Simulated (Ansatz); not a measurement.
Re, 2 atoms in the cell. Symmetry: P6_3/mmc, No. 194, hexagonal system. Conventional cell: a = 2.761 Å, b = 2.761 Å, c = 4.458 Å, α = 90.00°, β = 90.00°, γ = 120.00°. Re (site symmetry -6m2) has 12 Re at 2.74 to 2.76 Å as nearest neighbours. 

```yaml
Program: Ansatz 0.2.0
Task: band structure
Functional: LDA
Potentials_or_basis: all-electron LAPW, relativistic spinors
Cutoff: 282 eV (chosen from the basis error)
Basis_error_allowed: 0.001 eV/atom
k_mesh: 8 × 8 × 5
Occupations: fermi-dirac, width 0.05 eV
Spin: spin-orbit coupling, no magnetisation
```

Potentials or basis: all-electron LAPW, relativistic spinors.

Command:

```sh
$ ansatz run input.yaml --threads 1 --pin off --max-ram 3072MiB --backend cpu --events-out ev --progress --plain --runs-dir out
```

Hardware: 1 thread of Arm Neoverse V2, with other jobs on the host.

How long does it take, and how much memory?

Run time: 3.6 min on 1 thread of Arm Neoverse V2 (shared host), peak memory 0.69 GiB. Counts: scf iterations 8, plane waves 313, k points 30, bands 94.
